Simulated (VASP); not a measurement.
# MgO (strained database structure): a r²SCAN single-point calculation in VASP

INCAR

```
LCHARG = .FALSE.
ENCUT = 520
ALGO = Normal
NBANDS = 16
SIGMA = 0.01
PREC = Accurate
EDIFF = 1E-7
NELM = 120
NSW = 0
ISMEAR = 0
LREAL = .FALSE.
IBRION = -1
LWAVE = .FALSE.
ISIF = 2
LASPH = .TRUE.
METAGGA = R2SCAN
```

KPOINTS

```
KPOINTS created by Atomic Simulation Environment
0
Gamma
12 12 6
0 0 0
```

KPOINTS_OPT

```
special points
6
Reciprocal
0.0000000000 0.0000000000 0.0000000000 1
0.5000000000 0.0000000000 0.0000000000 1
0.3333333333 0.3333333333 0.0000000000 1
0.0000000000 0.0000000000 0.5000000000 1
0.5000000000 0.0000000000 0.5000000000 1
0.3333333333 0.3333333333 0.5000000000 1
```

POSCAR

```
Mg O
 1.0000000000000000
     3.2767768802576680   -0.0000000000288675    0.0000000000000000
    -1.6383884401038340    2.8377720208510944    0.0000000000000000
     0.0000000000000000    0.0000000000000000    3.9362907704999999
 Mg  O
   2   2
Cartesian
  1.6383884401371669  0.9459240069311199  2.9522180778750009
  0.0000000000166666  1.8918480138911069  0.9840726926250002
  1.6383884401371669  0.9459240069311199  0.9840726926250002
  0.0000000000166666  1.8918480138911069  2.9522180778750009
```

VASP ran with the recommended PBE PAW datasets (16 valence electrons in the cell).

Command

```
mpirun -np 1 vasp_std
```

OSZICAR

```
N       E                     dE             d eps       ncg     rms          rms(c)
DAV:   1     0.546709576446E+02    0.54671E+02   -0.81815E+03  2448   0.943E+02
DAV:   2    -0.362351984384E+02   -0.90906E+02   -0.83759E+02  3344   0.220E+02
DAV:   3    -0.397619521060E+02   -0.35268E+01   -0.35158E+01  2856   0.429E+01
DAV:   4    -0.397757149032E+02   -0.13763E-01   -0.13763E-01  2864   0.310E+00
DAV:   5    -0.397757819383E+02   -0.67035E-04   -0.67035E-04  2816   0.208E-01    0.112E+01
DAV:   6    -0.311850300471E+02    0.85908E+01   -0.66285E+00  2552   0.202E+01    0.300E+00
DAV:   7    -0.313463294186E+02   -0.16130E+00   -0.73618E-01  2944   0.634E+00    0.227E+00
DAV:   8    -0.313819852066E+02   -0.35656E-01   -0.16409E-01  2432   0.421E+00    0.112E+00
DAV:   9    -0.313634891259E+02    0.18496E-01   -0.69312E-02  2528   0.238E+00    0.232E-01
DAV:  10    -0.313630045556E+02    0.48457E-03   -0.33228E-03  2496   0.520E-01    0.427E-02
DAV:  11    -0.313630357506E+02   -0.31195E-04   -0.13793E-04  2616   0.113E-01    0.345E-03
DAV:  12    -0.313630366629E+02   -0.91231E-06   -0.30581E-06  2880   0.135E-02    0.709E-03
DAV:  13    -0.313630357318E+02    0.93102E-06   -0.21547E-06  2592   0.128E-02    0.574E-04
DAV:  14    -0.313630355411E+02    0.19070E-06   -0.46176E-08  1408   0.182E-03    0.237E-04
DAV:  15    -0.313630355576E+02   -0.16492E-07   -0.46831E-09  1272   0.634E-04
   1 F= -.31363036E+02 E0= -.31363036E+02  d E =-.982831E-17
       N       E                     dE             ncg
DAV:   1     0.197918273186E+04   -0.26718E+04      192
DAV:   2     0.151804898464E+04   -0.46113E+03      280
DAV:   3     0.150121479547E+04   -0.16834E+02      224
DAV:   4     0.150115278384E+04   -0.62012E-01      240
DAV:   5     0.150115244918E+04   -0.33466E-03      224
DAV:   6     0.150115244672E+04   -0.24655E-05      224
DAV:   7     0.150115244670E+04   -0.19176E-07      168
```

From OUTCAR

```
k-points           NKPTS =     76   k-points in BZ     NKDIM =     76   number of bands    NBANDS=     16

   NELECT =      16.0000    total number of electrons

   dimension x,y,z NGX =    24 NGY =   24 NGZ =   30
   dimension x,y,z NGXF=    48 NGYF=   48 NGZF=   60

  energy-cutoff  :      520.00
  volume of cell :       36.60
      direct lattice vectors                 reciprocal lattice vectors
     3.276776880 -0.000000000  0.000000000     0.305177934  0.176194563  0.000000000
    -1.638388440  2.837772021  0.000000000     0.000000000  0.352389125  0.000000000
     0.000000000  0.000000000  3.936290770     0.000000000  0.000000000  0.254046273

 k-points in reciprocal lattice and weights: KPOINTS created by Atomic Simulation Env
   0.00000000  0.00000000  0.00000000       0.001
   0.08333333  0.00000000  0.00000000       0.007
   0.16666667  0.00000000  0.00000000       0.007
   0.25000000  0.00000000  0.00000000       0.007
   0.33333333 -0.00000000  0.00000000       0.007
   0.41666667  0.00000000  0.00000000       0.007
   0.50000000  0.00000000  0.00000000       0.003
   0.08333333  0.08333333  0.00000000       0.007
   ...

 E-fermi :   2.9747

 k-point     1 :       0.0000    0.0000    0.0000
  band No.  band energies     occupation
      1     -15.8869      2.00000
      2     -14.0039      2.00000
      3      -1.4743      2.00000
      4       0.7596      2.00000
      5       0.7596      2.00000
      6       1.8060      2.00000
      7       1.8060      2.00000
      8       2.9225      2.00000
      9       8.0285      0.00000
     10      14.9204      0.00000
     11      17.7030      0.00000
     12      17.7654      0.00000
     13      17.7654      0.00000
     14      20.7026      0.00000
     15      20.7026      0.00000
     16      21.8964      0.00000

 k-point     2 :       0.0833    0.0000    0.0000
  band No.  band energies     occupation
      1     -15.8398      2.00000
      2     -14.0097      2.00000
      3      -1.4107      2.00000
      4       0.6333      2.00000
      5       0.6912      2.00000
      6       1.6280      2.00000
      7       1.8581      2.00000
      8       2.8510      2.00000
      9       8.3471      0.00000
     10      15.1274      0.00000
     11      17.3647      0.00000
     12      17.4652      0.00000
     13      17.9223      0.00000
     14      20.2599      0.00000
     15      20.3822      0.00000
     16      21.5541      0.00000

 k-point     3 :       0.1667    0.0000    0.0000
  band No.  band energies     occupation
      1     -15.7049      2.00000
      2     -14.0315      2.00000
      3      -1.2240      2.00000
      4       0.2431      2.00000
      5       0.5318      2.00000
      6       1.2822      2.00000
      7       1.9727      2.00000
      8       2.6434      2.00000
      9       9.1224      0.00000
     10      15.6373      0.00000
     11      16.6313      0.00000
     12      16.7175      0.00000
     13      18.3730      0.00000
     14      19.4284      0.00000
     15      20.1418      0.00000
     16      20.7776      0.00000

 k-point     4 :       0.2500    0.0000    0.0000
  band No.  band energies     occupation
      1     -15.5009      2.00000
      2     -14.0792      2.00000
      3      -0.9284      2.00000
      4      -0.3238      2.00000
      5       0.3528      2.00000
      6       0.9930      2.00000
      7       2.0905      2.00000
      8       2.3203      2.00000
      9      10.0159      0.00000
     10      15.5454      0.00000
     11      15.7321      0.00000
     12      16.8319      0.00000
     13      18.6525      0.00000
     14      19.0481      0.00000
     15      19.9394      0.00000
     16      20.2954      0.00000

 k-point     5 :       0.3333   -0.0000    0.0000
  band No.  band energies     occupation
      1     -15.2601      2.00000
      2     -14.1612      2.00000
      3      -0.8666      2.00000
      4      -0.5536      2.00000
      5       0.2001      2.00000
      6       0.7912      2.00000
      7       1.9191      2.00000
      8       2.1819      2.00000
      9      10.7281      0.00000
     10      14.8701      0.00000
     11      15.1322      0.00000
     12      17.7349      0.00000
     13      18.0632      0.00000
     14      19.2525      0.00000
     15      19.8059      0.00000
     16      20.6096      0.00000

 k-point     6 :       0.4167    0.0000    0.0000
  band No.  band energies     occupation
      1     -15.0351      2.00000
      2     -14.2681      2.00000
      3      -1.2402      2.00000
      4      -0.1688      2.00000
      5       0.0997      2.00000
      6       0.6701      2.00000
      7       1.5154      2.00000
      8       2.2375      2.00000
      9      11.0999      0.00000
     10      14.3074      0.00000
     11      15.0061      0.00000
     12      17.7006      0.00000
     13      18.4886      0.00000
     14      18.8318      0.00000
     15      20.4221      0.00000
     16      20.8849      0.00000

 k-point     7 :       0.5000    0.0000    0.0000
  band No.  band energies     occupation
      1     -14.9282      2.00000
      2     -14.3315      2.00000
      3      -1.3722      2.00000
      4       0.0315      2.00000
      5       0.0648      2.00000
      6       0.6297      2.00000
      7       1.3082      2.00000
      8       2.2560      2.00000
      9      11.1960      0.00000
     10      14.1136      0.00000
     11      15.0106      0.00000
     12      17.5786      0.00000
     13      18.6198      0.00000
     14      18.8578      0.00000
     15      20.6613      0.00000
     16      20.9924      0.00000

 k-point     8 :       0.0833    0.0833    0.0000
  band No.  band energies     occupation
      1     -15.7488      2.00000
      2     -14.0236      2.00000
      3      -1.2854      2.00000
      4       0.4616      2.00000
      5       0.4703      2.00000
      6       1.4126      2.00000
      7       1.9194      2.00000
      8       2.7115      2.00000
      9       8.8900      0.00000
     10      15.5112      0.00000
     11      16.7829      0.00000
     12      16.9404      0.00000
     13      18.2356      0.00000
     14      19.8541      0.00000
     15      19.9828      0.00000
     16      21.0158      0.00000

 k-point     9 :       0.1667    0.0833    0.0000
  band No.  band energies     occupation
      1     -15.5792      2.00000
      2     -14.0586      2.00000
      3      -1.0438      2.00000
      4      -0.0528      2.00000
      5       0.2932      2.00000
      6       1.1833      2.00000
      7       2.0035      2.00000
      8       2.4467      2.00000
      9       9.7128      0.00000
     10      15.8931      0.00000
     11      16.0025      0.00000
     12      16.3731      0.00000
     13      18.8000      0.00000
     14      19.1941      0.00000
     15      20.0099      0.00000
     16      20.2708      0.00000

 k-point    10 :       0.2500    0.0833    0.0000
  band No.  band energies     occupation
      1     -15.3550      2.00000
      2     -14.1245      2.00000
      3      -0.7059      2.00000
      4      -0.6339      2.00000
      5       0.1614      2.00000
      6       0.9615      2.00000
      7       2.0844      2.00000
      8       2.0880      2.00000
      9      10.5012      0.00000
     10      15.0406      0.00000
     11      15.4079      0.00000
     12      17.2142      0.00000
     13      18.5884      0.00000
     14      19.2401      0.00000
     15      19.8254      0.00000
     16      20.3161      0.00000

 k-point    11 :       0.3333    0.0833    0.0000
  band No.  band energies     occupation
      1     -15.1164      2.00000
      2     -14.2244      2.00000
      3      -1.0996      2.00000
      4      -0.3146      2.00000
      5       0.0916      2.00000
      6       0.7681      2.00000
      7       1.6735      2.00000
      8       2.1499      2.00000
      9      11.0148      0.00000
     10      14.3109      0.00000
     11      15.1857      0.00000
     12      18.1229      0.00000
     13      18.1565      0.00000
     14      18.8766      0.00000
     15      20.2874      0.00000
     16      20.6566      0.00000

 k-point    12 :       0.4167    0.0833    0.0000
  band No.  band energies     occupation
      1     -14.9332      2.00000
      2     -14.3263      2.00000
      3      -1.3537      2.00000
      4       0.0173      2.00000
      5       0.0717      2.00000
      6       0.6485      2.00000
      7       1.3309      2.00000
      8       2.1812      2.00000
      9      11.2164      0.00000
     10      13.9249      0.00000
     11      15.1885      0.00000
     12      17.9346      0.00000
     13      18.6008      0.00000
     14      18.7462      0.00000
     15      20.6132      0.00000
     16      20.8721      0.00000

 ...

  Total        8.1787370      8.1787370      8.6673399      0.0000000     -0.0000000      0.0000000
  in kB      358.0018584    358.0018584    379.3891156      0.0000000     -0.0000000      0.0000000
  external PRESSURE =     365.1309441 kB  Pullay stress =       0.0000000 kB

 POSITION                                       TOTAL-FORCE (eV/Angst)
 -----------------------------------------------------------------------------------
      1.63839      0.94592      2.95222        -0.000000      0.000000     -0.000000
      0.00000      1.89185      0.98407         0.000000     -0.000000     -0.000000
      1.63839      0.94592      0.98407        -0.000000     -0.000000      0.000000
      0.00000      1.89185      2.95222        -0.000000     -0.000000      0.000000
 -----------------------------------------------------------------------------------
    total drift:                               -0.000000      0.000000     -0.000000

  FREE ENERGIE OF THE ION-ELECTRON SYSTEM (eV)
  ---------------------------------------------------
  free  energy   TOTEN  =       -31.3630355576 eV

  energy  without entropy=      -31.3630355576  energy(sigma->0) =      -31.36303556
```

* gap between bands v and c: 5.11 eV
* least direct gap: 5.11 eV
* pressure: 36.5 GPa

Band v is the last that the valence electrons fill when counted band by band, and c is the next.

The run took about 78 s on one core of a shared host (Intel Xeon Platinum 8488C) and held 0.2 GiB at most.
